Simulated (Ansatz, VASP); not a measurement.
## TiTe: VASP beside Ansatz

```
Te Ti
1.0
     3.91735    0.00000    0.00000
    -1.95868    3.39253    0.00000
     0.00000    0.00000    6.52858
Te Ti
2 2
Direct
  0.66667 0.33333 0.75000
  0.33333 0.66667 0.25000
  0.00000 0.00000 0.50000
  0.00000 0.00000 0.00000
```

Change from the starting cell: volume scaled by 1.06.

Alike in both runs: task single point; functional PBEsol; k mesh 8 × 8 × 4; occupations fermi-dirac, width 0.05 eV; no spin polarisation.

|  | VASP | Ansatz |
| --- | --- | --- |
| version | VASP 6.6.1 | Ansatz 0.2.0 |
| potentials or method | VASP PAW PBE potentials, release 64 (Te, Ti_sv) | Ansatz PAW |
| plane-wave cutoff (eV) | 520 | 420 |
| valence electrons in the cell | 36 | 56 |

VASP gave:

- gap on the k mesh at the Fermi level (eV): none
- pressure (GPa): -2.2
- largest component of the traceless stress (GPa): 2.67

Q: Estimate Ansatz's values.

A: gap on the k mesh at the Fermi level (eV): none; pressure (GPa): -2.3; largest component of the traceless stress (GPa): 2.66.

A gap of «none» marks a metal or a gap that the smearing closes. With one functional, cell and mesh, what is left measures potentials, basis and numerics. The two sets of potentials don't hold the same shells in valence.

Caveats: the PAW data sets were made with another functional, which shifts forces and pressure a little (VASP); the PAW data sets come from PBE, with cores solved anew for the run's functional, which leaves a small shift of forces and pressure (Ansatz). Spin-orbit coupling is left out, which matters for the levels of Te.
